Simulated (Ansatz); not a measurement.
Crystal: MoP.

```xyz
2
Lattice="3.2230 0.0000 0.0000 -1.6115 2.7912 0.0000 0.0000 0.0000 3.1910" Properties=species:S:1:pos:R:3 pbc="T T T"
Mo    0.0000    0.0000    0.0000
P     0.0000    1.8608    1.5955
```

```yaml
Program: Ansatz 0.2.0
Task: relaxation of cell and atoms
Functional: revPBE
Potentials_or_basis: Ansatz PAW
Cutoff: "420 eV (not typed: the program's choice for these potentials)"
k_mesh: 10 × 10 × 8
Occupations: fermi-dirac, width 0.05 eV
Spin: no spin polarisation
```

At the start: volume 14.35 Å³/atom.

**Question.** Where does the relaxation end?

**Answer.** It ends after 5 steps and the volume is 14.67 Å³/atom (+2.2 %); space group P-6m2 (No. 187, to 0.05 Å).

The path:
```tsv
step	energy change (eV)	largest force (eV/Å)	volume (Å³)
1	0.0000	0.0000	28.71
2	-0.0062	0.0000	29.55
3	-0.0089	0.0000	29.35
4	-0.0089	0.0000	29.33
5	-0.0091	0.0000	29.33
```

Final structure:
```xyz
2
Lattice="3.2522 0.0000 0.0000 -1.6261 2.8165 0.0000 0.0000 0.0000 3.2023" Properties=species:S:1:pos:R:3 pbc="T T T"
Mo    0.0000    0.0000    0.0000
P     0.0000    1.8777    1.6011
```

Caveat: the plane-wave basis is chosen anew once the cell has moved, so the energies of steps on either side of that aren't comparable; the PAW data sets come from PBE, with cores solved anew for the run's functional, which leaves a small shift of forces and pressure.
